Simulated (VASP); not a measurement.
Here is the system:

```
CELL_PARAMETERS angstrom
      0.00000     2.75807     2.75807
      2.75807     0.00000     2.75807
      2.75807     2.75807     0.00000
ATOMIC_POSITIONS crystal
  Ca 0.00000 0.00000 0.00000
  F  0.25000 0.25000 0.25000
  F  0.75000 0.75000 0.75000
```

Method: PBE GGA, VASP's PBE PAW potentials (set 64) (plane waves; VASP). Run with 520 eV cut-off, 7×7×7 Γ-centred mesh, Gaussian smearing of 0.010 eV, potentials Ca_sv F.

Problem. Give the electronic dielectric tensor ε∞ (DFPT, local fields included).

Solution. 
```
2.25  0.00  0.00
0.00  2.25  0.00
0.00  0.00  2.25
```

Problem. Give the Born effective charges.

Solution. 
```
atom   Z*xx   Z*yy   Z*zz   mean
----  -----  -----  -----  -----
Ca1    2.36   2.36   2.36   2.36
F2    -1.18  -1.18  -1.18  -1.18
F3    -1.18  -1.18  -1.18  -1.18
```

Problem. And the static tensor with the ions free?

Solution. 
```
8.39  0.00  0.00
0.00  8.39  0.00
0.00  0.00  8.39
```

Problem. Which frequencies do the optical Γ-point modes have (no LO-TO splitting)?

Solution. 233 (×3), 307 (×3) cm⁻¹.

The compound is CaF2 in the fluorite structure. It was relaxed first.
